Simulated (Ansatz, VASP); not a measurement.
# CsI in VASP and in Ansatz

Contents of POSCAR:

```
CsI
1.0
    4.6081405142      0.0000000000      0.0000000000
    0.0000000000      4.6081405142      0.0000000000
    0.0000000000      0.0000000000      4.6081405142
Cs I
1 1
Direct
    0.0000000000      0.0000000000      0.0000000000
    0.5000000000      0.5000000000      0.5000000000
```

INCAR.step1

```
SYSTEM = CsI
  PREC = Accurate
  ENCUT = 520
  EDIFF = 1E-5
  ISMEAR = 0
  SIGMA = 0.01
  LREAL = .FALSE.
  LASPH = .TRUE.
  NELM = 100
  ALGO = Normal
  ISIF = 2
  LWAVE = .TRUE.
  LCHARG = .FALSE.
  GGA = PE
  NBANDS = 15
```

File INCAR.step2:

```
SYSTEM = CsI
  PREC = Accurate
  ENCUT = 520
  EDIFF = 1E-7
  ISMEAR = 0
  SIGMA = 0.01
  LREAL = .FALSE.
  LASPH = .TRUE.
  NELM = 100
  ALGO = Normal
  ISIF = 2
  LWAVE = .FALSE.
  LCHARG = .FALSE.
  GGA = PE
  LHFCALC = .TRUE.
  HFSCREEN = 0.2079
  PRECFOCK = Normal
  ISTART = 1
  NBANDS = 15
```

The input KPOINTS:

```
regular mesh
0
G
  4 4 4
  0 0 0
```

Input for Ansatz:

```yaml
crystal:
  lattice:
    - [4.6081405142, 0.0, 0.0]
    - [0.0, 4.6081405142, 0.0]
    - [0.0, 0.0, 4.6081405142]
  atoms:
    - { symbol: Cs, position: [0.0, 0.0, 0.0] }
    - { symbol: I, position: [0.5, 0.5, 0.5] }
kpoints:
  mp_grid: { grid: [4, 4, 4] }
hamiltonian:
  xc: hse06
scf:
  occupations: { method: fixed }
  n_extra_bands: 4
output:
  forces: true
  stress: true
  eigenvalues: true
```

The cell was built by a generator and needn't be a form met in nature.

Alike in both runs: task single point; functional HSE06; k mesh 4 × 4 × 4; no spin polarisation.

|  | VASP | Ansatz |
| --- | --- | --- |
| version | VASP 6.6.1 | Ansatz 0.2.0 |
| potentials or method | VASP PAW PBE potentials, release 64 (Cs_sv, I) | plane waves, PAW |
| plane-wave cutoff (eV) | 520 | 420 |
| occupations | gaussian, width 0.01 eV | fixed |
| valence electrons in the cell | 16 | 26 |

```csv
,VASP,Ansatz,Ansatz less VASP
gap on the k mesh at the Fermi level (eV),4.77,4.79,+0.020
pressure (GPa),0.2,0.2,0.00
```

The two sets of potentials don't hold the same shells in valence. Ansatz warned: «stress_exchange_threshold_loose».

Caveats: the PAW data sets were made with another functional, which shifts forces and pressure a little (VASP); spin-orbit coupling is left out, which moves the levels of the heavy elements. A k mesh can miss the band edges.
